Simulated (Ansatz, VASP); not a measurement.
This is a calculation of Cd3Se for VASP 6.6.1.

Contents of INCAR:

```
PREC = Accurate ; ENCUT = 520
EDIFF = 1E-7 ; ISMEAR = -1
SIGMA = 0.05 ; LREAL = F
LASPH = T ; NELM = 100
ALGO = Normal ; ISIF = 2
LWAVE = F ; LCHARG = F
GGA = PE ; NBANDS = 29
```

KPOINTS

```
Automatic mesh
0
Gamma
  9 9 9
```

Contents of POSCAR:

```
Cd3Se
1.0
   -2.0409530000      2.0409530000      6.0870800000
    2.0409530000     -2.0409530000      6.0870800000
    2.0409530000      2.0409530000     -6.0870800000
Cd Se
3 1
Direct
    0.5000000000      0.5000000000      0.0000000000
    0.2500000000      0.7500000000      0.5000000000
    0.7500000000      0.2500000000      0.5000000000
    0.0000000000      0.0000000000      0.0000000000
```

Potentials or basis: VASP PAW PBE potentials, release 64 (Cd, Se).

Command:

```console
$ cat potpaw_PBE.64/Cd/POTCAR potpaw_PBE.64/Se/POTCAR > POTCAR
$ mpirun -np 1 vasp_std > vasp.out
```

Q: Set up the same calculation for Ansatz 0.2.0. Potentials there: Ansatz PAW.

A: As run (the cutoff follows the program's own potentials):

input.yaml

```yaml
crystal:
  lattice:
    - [-2.040953, 2.040953, 6.08708]
    - [2.040953, -2.040953, 6.08708]
    - [2.040953, 2.040953, -6.08708]
  atoms:
    - { symbol: Cd, position: [0.5, 0.5, 0.0] }
    - { symbol: Cd, position: [0.25, 0.75, 0.5] }
    - { symbol: Cd, position: [0.75, 0.25, 0.5] }
    - { symbol: Se, position: [0.0, 0.0, 0.0] }
hamiltonian:
  xc: pbe
  pseudopotentials: { kind: paw }
kpoints:
  mp_grid: { grid: [9, 9, 9] }
scf:
  occupations: { method: fermi_dirac, width: 0.05 }
output:
  forces: true
  stress: true
  eigenvalues: true
```

Potentials or basis: Ansatz PAW.

The run is started by

```bash
$ ansatz run input.yaml --threads 2 --pin off --max-ram 5120MiB --backend cpu --events-out ev --progress --plain --runs-dir out
```

Both were run:

|  | VASP | Ansatz | Ansatz less VASP |
| --- | --- | --- | --- |
| gap on the k mesh at the Fermi level (eV) | none | none | - |
| pressure (GPa) | -0.3 | -0.5 | -0.23 |
| largest component of the traceless stress (GPa) | 0.76 | 0.90 | +0.138 |

A gap of «none» marks a metal or a gap that the smearing closes. The two sets of potentials don't hold the same shells in valence.
